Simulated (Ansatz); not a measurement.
# ZnS (F-43m) in Ansatz: further runs

Runs on ZnS. Level: HSE06 form with a typed share of exact exchange. Tasks: single point.

Program: Ansatz 0.2.0. These are calculated values, not measurements. Logs are shortened: lines on timing, memory, paths and dates and some standing lists are left out, and cuts for length are marked.

**Experimental background.**

“Electronic, vibrational, and thermodynamic properties of ZnS (zincblende and rocksalt structure)”, 2009, arxiv:0911.5022 quotes, for a bulk crystal of ZnS at 19 K: band gap 3.85 eV (direct).

The runs below are set against these values where they give the same quantity.

## Step 1: The structure

The structure is cubic, space group F-43m (No. 216). Conventional cell: a = 5.404 Å, b = 5.404 Å, c = 5.404 Å, α = 90.00°, β = 90.00°, γ = 90.00°. Around Zn (site symmetry -43m) lie 4 S at 2.34 Å. S (site symmetry -43m) has 4 Zn at 2.34 Å as nearest neighbours.

## Step 2: Single point, HSE06 form with a typed share of exact exchange

File input.yaml:

```yaml
crystal:
  lattice:
    - [0.0, 2.702, 2.702]
    - [2.702, 0.0, 2.702]
    - [2.702, 2.702, 0.0]
  atoms:
    - { symbol: Zn, position: [0.75, 0.75, 0.75] }
    - { symbol: S, position: [0.0, 0.0, 0.0] }
hamiltonian:
  xc: { exchange: pbe, correlation: pbe, exx: { coeff: 0.25, omega: 0.4 } }
  pseudopotentials: { kind: paw }
kpoints:
  mp_grid: { grid: [5, 5, 5] }
scf:
  occupations: { method: fermi_dirac, width: 0.05 }
output:
  forces: true
  stress: true
  eigenvalues: true
  write_density: true
  write_potential: true
  elf: true
  volumetric_format: npy
```

Potentials or basis: Ansatz PAW.

Run with:

```
ansatz run input.yaml --threads 2 --pin off --max-ram 5632MiB --backend cpu --events-out ev --progress --plain --runs-dir out
```

The program printed:

```text
Warning: output.stress: scf.convergence.dr2_threshold = 1e-7 eV (the SCF's general default) is looser than the 2e-10 eV advised for a printed stress (1e-10 eV for each atom of the cell: 2). What an SCF threshold leaves in a stress goes as its square root, and in the free energy as the threshold itself, and one threshold admits the most on a small cell: of the crystals measured, under no hybrid functional and no lock of the moments, on runs that ended without the residual-converged pass, on stresses that held no estimate of that error, the worst erred by over 100 MPa in a component at 1e-7 eV an atom and by under 5 at 1e-10. Set scf.convergence.dr2_threshold to 2e-10 eV or tighter. The threshold is an SCF's pass mark: one that does not reach it within its budget of iterations ends unconverged, or closes short of it on a stop that the run arms, and scf.convergence.dr2_threshold's page says what that costs each kind of run
Warning: output.stress: scf.exx.energy_threshold = 1e-6 eV is looser than the 2e-8 eV advised for a stress under a hybrid functional (1e-8 eV for each atom of the cell: 2). Every SCF of the exchange loop can meet its threshold on dr2 while the loop round them stops early: no threshold on dr2 bounds what that leaves in the stress. Set scf.exx.energy_threshold to 2e-8 eV or tighter. The threshold is the loop's pass mark: a loop that does not reach it within its budget of cycles ends unconverged, and scf.exx.energy_threshold's page has the law
Warning: RAYON_NUM_THREADS=2 ignored (pool sized by the plan → 2); use --threads N
Engine: ansatz 0.2.0, x86_64-unknown-linux-gnu
Pseudopotentials: kind: paw
Pseudopotential: Zn, paw, valence charge 12, recommended cutoff 420 eV (normal), Zn.paw.azcp
Pseudopotential: S, paw, valence charge 6, recommended cutoff 420 eV (normal), S.paw.azcp
Functional definition: unnamed
  parameter a_1 = 0.25
  parameter omega_1 = 0.4/angstrom
  exchange = pbe_x + (-a_1)*pbe_x_sr(omega_1) + a_1*exact_x_sr(omega_1)
  correlation = pbe_c
Crystal: 2 atoms, lattice volume = 39.454 Å³
Basis set: ecut = 420 eV, 749 PW (Γ), exchange–correlation on 54×54×54 points (8 copies of the dense FFT grid, shifted against one another)
Bands: 13, of which v1, the nominal top of the filled ones, is band 9 counted from 1 (8 counted from 0)
Symmetry: 24 space group operations
Space group: F-43m (ITA 216), of the structure as read, at distance tolerance 3.4e-5 Å
k-points: 10 of 125 (time reversal used)
Non-local potential: Zn, projectors of the file, l = 0: 2, l = 1: 2, l = 2: 3, l = 3: 1
Non-local potential: S, projectors of the file, l = 0: 2, l = 1: 2, l = 2: 2
PAW form: soft (Blöchl's): semilocal exchange-correlation on the pseudo side does not see the compensation charge
PAW frozen core: Zn, regenerated for the run's functional, and the local potential with it (the file was generated under x = pbe(κ = 0.804, μ = 0.2195149727645171), c = pbe(β = 0.06672455060314922))
PAW frozen core: S, regenerated for the run's functional, and the local potential with it (the file was generated under x = pbe(κ = 0.804, μ = 0.2195149727645171), c = pbe(β = 0.06672455060314922))
PAW one-centre angular grid: Zn, 590 points (default); XC on 64 Gauss nodes
PAW one-centre angular grid: S, 110 points (default); XC on 64 Gauss nodes
Initial density: superposition of atomic densities (neutral atoms: chi_scale 0, normalization atom), corrected by the library's trained network
Initial wavefunctions: pseudopotential atomic-orbital guess
Functional: x = pbe(κ = 0.804, μ = 0.2195149727645171), c = pbe(β = 0.06672455060314922), warm-up for x = pbe(κ = 0.804, μ = 0.2195149727645171) + 0.25 (exact − pbe) at short range (hse, ω = 0.4 Å⁻¹), c = pbe(β = 0.06672455060314922)
SCF iter   1: F=—  HF=-4222.719128 eV  |F-HF|=—  |Δ(HF+E_count)|=         —  Δρ=1.50e-3  dr2=8.25e-4  ethr=1.77e-3  ⟨swp⟩=9.1  Hψ=670  notcnv=0
preconditioner: auto → none  [insulator: Δε(μ)=2.107 eV  Ē_g=12.260 eV  σ=0.050 eV  W_gap=1.00  n_scr=14 (ndim 8)  ℏωp=25.1 eV  f_vac=0.026  D(μ)=0.00/eV (n_scr^D=0)]
SCF iter   2: F=-4222.718431 eV  HF=-4222.718972 eV  |F-HF|=5.41e-4  |Δ(HF+E_count)|=   1.56e-4  Δρ=1.27e-3  dr2=4.02e-4  ethr=4.58e-6  ⟨swp⟩=4.2  Hψ=442  notcnv=0  defer=3
SCF 1 stopped early in 2 iterations: F = -4222.718431 eV  dr2 = 4.02e-4
Initial density: handed on by an earlier stage of this run
Initial wavefunctions: those handed on with the density
Functional: x = pbe(κ = 0.804, μ = 0.2195149727645171) + 0.25 (exact − pbe) at short range (hse, ω = 0.4 Å⁻¹), c = pbe(β = 0.06672455060314922)
Exchange kernel: α = 0.2500, screened, ω = 0.4000 Å⁻¹, Wigner–Seitz truncation, v(0) = 282.7364 eV·Å³, q-mesh 5×5×5, nearest image of the exchange supercell L = 19.11 Å, pair-density grid 15×15×15, without the augmentation charges, whose exchange is taken in its separable form by FFT convolution over the k-point mesh (sized by the pseudopotential files, 24×24×24 at the most), smooth part of the exact exchange by density-matrix convolution
Frozen-core exchange: fock
SCF iter   1: F=—  HF=-4223.304355 eV  |F-HF|=—  |Δ(HF+E_count)|=         —  Δρ=2.09e-2  dr2=9.06e-2  ethr=2.23e-5  ⟨swp⟩=5.2  Hψ=593  notcnv=0
preconditioner: auto → none  [insulator: Δε(μ)=2.959 eV  Ē_g=14.284 eV  σ=0.050 eV  W_gap=1.00  n_scr=14 (ndim 8)  ℏωp=25.1 eV  f_vac=0.026  D(μ)=0.00/eV (n_scr^D=0)]
SCF iter   2: F=—  HF=-4223.281053 eV  |F-HF|=—  |Δ(HF+E_count)|=   2.33e-2  Δρ=3.49e-3  dr2=6.02e-3  ethr=2.23e-5  ⟨swp⟩=4.5  Hψ=474  notcnv=0
SCF iter   3: F=—  HF=-4223.274708 eV  |F-HF|=—  |Δ(HF+E_count)|=   6.35e-3  Δρ=3.23e-3  dr2=2.32e-3  ethr=2.23e-5  ⟨swp⟩=4.0  Hψ=390  notcnv=0
iter 4 solved again at ethr=6.44e-7 eV; its pass at ethr=9.61e-6 eV (dr2=1.16e-4 eV) is discarded
SCF iter   4: F=—  HF=-4223.274586 eV  |F-HF|=—  |Δ(HF+E_count)|=   1.22e-4  Δρ=6.35e-4  dr2=7.49e-4  ethr=6.44e-7  ⟨swp⟩=3.2  Hψ=464  notcnv=0
eigensolver tolerance schedule: the retry pair's looser diagonalisation over-reported the residual by 0.18 of it (diagonalisation noise at 0.19 of the residual, at the tolerance the schedule requests for it); recorded, not acted on — ethr = c·dr2/N_el stays at c = 1.0e-1
SCF iter   5: F=—  HF=-4223.281529 eV  |F-HF|=—  |Δ(HF+E_count)|=   6.94e-3  Δρ=1.77e-3  dr2=6.09e-4  ethr=5.47e-7  ⟨swp⟩=5.0  Hψ=421  notcnv=0
SCF iter   6: F=—  HF=-4223.281293 eV  |F-HF|=—  |Δ(HF+E_count)|=   2.36e-4  Δρ=1.42e-4  dr2=1.06e-5  ethr=5.47e-7  ⟨swp⟩=4.0  Hψ=362  notcnv=0
SCF iter   7: F=-4223.281344 eV  HF=-4223.281349 eV  |F-HF|=4.86e-6  |Δ(HF+E_count)|=   5.55e-5  Δρ=1.69e-4  dr2=5.89e-6  ethr=2.16e-8  ⟨swp⟩=3.9  Hψ=381  notcnv=0
SCF 2 stopped early in 7 iterations: F = -4223.281344 eV  dr2 = 5.89e-6
hybrid outer 1: dexx = +6.930e-3 eV, tail = 4.93e-5 eV
Exchange kernel: α = 0.2500, screened, ω = 0.4000 Å⁻¹, Wigner–Seitz truncation, v(0) = 282.7364 eV·Å³, q-mesh 5×5×5, nearest image of the exchange supercell L = 19.11 Å, pair-density grid 15×15×15, without the augmentation charges, whose exchange is taken in its separable form by FFT convolution over the k-point mesh (sized by the pseudopotential files, 24×24×24 at the most), smooth part of the exact exchange by density-matrix convolution
Frozen-core exchange: fock
SCF iter   1: F=—  HF=-4223.280802 eV  |F-HF|=—  |Δ(HF+E_count)|=         —  Δρ=9.58e-5  dr2=2.73e-6  ethr=1.37e-6  ⟨swp⟩=3.1  Hψ=277  notcnv=0
preconditioner: auto → none  [insulator: Δε(μ)=2.956 eV  Ē_g=14.014 eV  σ=0.050 eV  W_gap=1.00  n_scr=14 (ndim 8)  ℏωp=25.1 eV  f_vac=0.027  D(μ)=0.00/eV (n_scr^D=0)]
SCF iter   2: F=—  HF=-4223.280803 eV  |F-HF|=—  |Δ(HF+E_count)|=   1.00e-6  Δρ=1.46e-5  dr2=2.38e-7  ethr=1.16e-8  ⟨swp⟩=4.0  Hψ=370  notcnv=0
SCF iter   3: F=—  HF=-4223.280804 eV  |F-HF|=—  |Δ(HF+E_count)|=   1.31e-6  Δρ=2.75e-5  dr2=2.28e-7  ethr=3.03e-10  ⟨swp⟩=4.2  Hψ=420  notcnv=0
SCF iter   4: F=—  HF=-4223.280804 eV  |F-HF|=—  |Δ(HF+E_count)|=   4.35e-8  Δρ=4.97e-6  dr2=7.51e-9  ethr=3.03e-10  ⟨swp⟩=3.0  Hψ=310  notcnv=0
SCF iter   5: F=-4223.280804 eV  HF=-4223.280804 eV  |F-HF|=1.46e-11  |Δ(HF+E_count)|=  6.75e-10  Δρ=2.09e-7  dr2=3.01e-9  ethr=2.55e-11  ⟨swp⟩=3.1  Hψ=339  notcnv=0
SCF 3 converged in 5 iterations: F = -4223.280804 eV  dr2 = 3.01e-9
  Residual-converged pass: ⟨swp⟩=2.0  Hψ=219  notcnv=0  max |occ|·‖R‖ = 1.9e-6 eV (tolerance 2.4e-6 eV)  dr2=3.01e-9  dr2_onsite=6.36e-12  max |Δocc| = 3.0e-23
hybrid outer 2: dexx = +1.303e-6 eV, tail = 1.29e-8 eV, Δε = 2.48e-3 eV (about 4.76e-5 eV left of the loop's levels)
hybrid SCF converged: 2 outer / 12 inner (+2 warm-up), last move |dexx| = 1.30e-6 eV, tail = 1.29e-8 eV
Stability not checked: this state was not tested for a lower state beside it, because the functional holds exact exchange (a hybrid, or Hartree-Fock), whose exchange loop this test does not read (fock_operator; see scf.lower_state_search)
Free energy (F): -4223.280804 eV
Frozen-core exchange: fock
Harris-Foulkes:  -4223.280804 eV  (|F-HF|=1.46e-11)
Internal energy: -4223.280804 eV  (E = F + TS)
E sigma→0 (E₀):  -4223.280804 eV
Fermi energy:    6.781419 eV
--- Per-component energies (eV) ---
  E_band       = -20.771512
  E_kinetic    = 237.843626
  E_local      = -2051.008956  (includes V_loc(G=0)·N_el)
  E_nonlocal   = 647.306646
  E_hartree    = 862.514899
  E_xc         = -192.465089
  E_vxc        = -115.254532  (∫ρ·V_xc dr)
  E_exx        = -46.885258  (= α·E_x^exact, valence–valence)
  E_paw        = -2427.670173  (= ΣΔE_a)
  E_vpaw       = -370.916178  (= ΣTr[D̂ρ^β])
  E_aug_tail   = -0.000365  (compensation charges beyond the density's cutoff)
  E_ewald      = -1253.379294
  E_core_change = 0.463159  (= ΣΔE_core)
  E_smearing   = -0.000000  (= −TS)
  E_closure    = 0.000001  (closes the sum)
  Σ components = -4223.280804   (vs F -4223.280804, Δ=-9.09e-13)
--- Forces (eV/Å), atoms counted from 1 ---
  atom   1  Zn     0.00000000    -0.00000000    -0.00000000
  atom   2  S     -0.00000000     0.00000000     0.00000000
  max |Σ_I F_I| component: 9.25e-17 eV/Å
--- Stress (GPa, compression-positive) ---
        1.332011       0.000000       0.000000
        0.000000       1.332011       0.000000
       -0.000000       0.000000       1.332011
  P = ⅓ Tr σ = 1.3320 GPa (13.320 kbar)
--- Band table (eV; the first three rows and the last of 10) ---
  k-point 0: bands = ["-8.8331", "-2.4703", "-2.4703", "-2.4703", "-2.0330", "-2.0330", "5.2757", "5.2757", "5.2757", "8.2319", "12.5349", "12.5349", "12.5349"]
  k-point 1: bands = ["-8.5330", "-2.4264", "-2.4264", "-2.4036", "-2.0341", "-2.0341", "3.0443", "4.9343", "4.9343", "9.5107", "12.6605", "13.0640", "13.0640"]
  k-point 2: bands = ["-7.9741", "-2.3709", "-2.3709", "-2.0149", "-2.0149", "-2.0029", "0.3840", "4.4613", "4.4613", "9.4913", "13.0909", "13.0909", "14.6516"]
  k-point 9: bands = ["-7.6323", "-2.3073", "-2.2653", "-2.1097", "-2.0163", "-1.7160", "0.6711", "2.3507", "3.1726", "11.4679", "11.9377", "13.2915", "16.0712"]
```

Run time: 9.4 s. Hardware: 2 threads of Intel Xeon Platinum 8488C (Sapphire Rapids), shared host; peak memory 0.83 GiB.

What came out:

```yaml
Free_energy: -4223.2808 eV
Pressure: 1.3 GPa
Band_gap_on_the_k_mesh: 2.96 eV, direct
```

Caveat: odd divisions of the mesh miss points on the zone boundary, where band edges often lie, so the gap on the mesh can be too wide; the PAW data sets come from PBE, with cores solved anew for the run's functional, which leaves a small shift of forces and pressure; the thresholds are loose for stress.

## Step 3: Single point, HSE06 form with a typed share of exact exchange

input.yaml, as its differences from that of step 2:

```diff
@@ -9,3 +9,3 @@
 hamiltonian:
-  xc: { exchange: pbe, correlation: pbe, exx: { coeff: 0.25, omega: 0.4 } }
+  xc: { exchange: pbe, correlation: pbe, exx: { coeff: 0.25, omega: 0.6 } }
   pseudopotentials: { kind: paw }
```

Potentials or basis: Ansatz PAW.

Run with:

```
ansatz run input.yaml --threads 2 --pin off --max-ram 5632MiB --backend cpu --events-out ev --progress --plain --runs-dir out
```

Run time: 9.3 s. Hardware: 2 threads of Intel Xeon Platinum 8488C (Sapphire Rapids), shared host; peak memory 0.8 GiB.

It converged, with:

| Item | Value |
| --- | --- |
| Free energy | -4223.1348 eV |
| Pressure | 1.7 GPa |
| Band gap on the k mesh | 2.69 eV, direct |

Levels at points of the mesh, in eV from the valence-band top:
| k point | band 5 | band 6 | band 7 | band 8 | band 9 | band 10 | band 11 | band 12 | band 13 |
| --- | --- | --- | --- | --- | --- | --- | --- | --- | --- |
| (0.00, 0.00, 0.00) | -7.11 | -7.11 | 0.00 | 0.00 | 0.00 | 2.69 | 6.99 | 6.99 | 6.99 |

Caveat: odd divisions of the mesh miss points on the zone boundary, where band edges often lie, so the gap on the mesh can be too wide; the PAW data sets come from PBE, with cores solved anew for the run's functional, which leaves a small shift of forces and pressure; the thresholds are loose for stress.

(Part 1 of 2 ends here.)
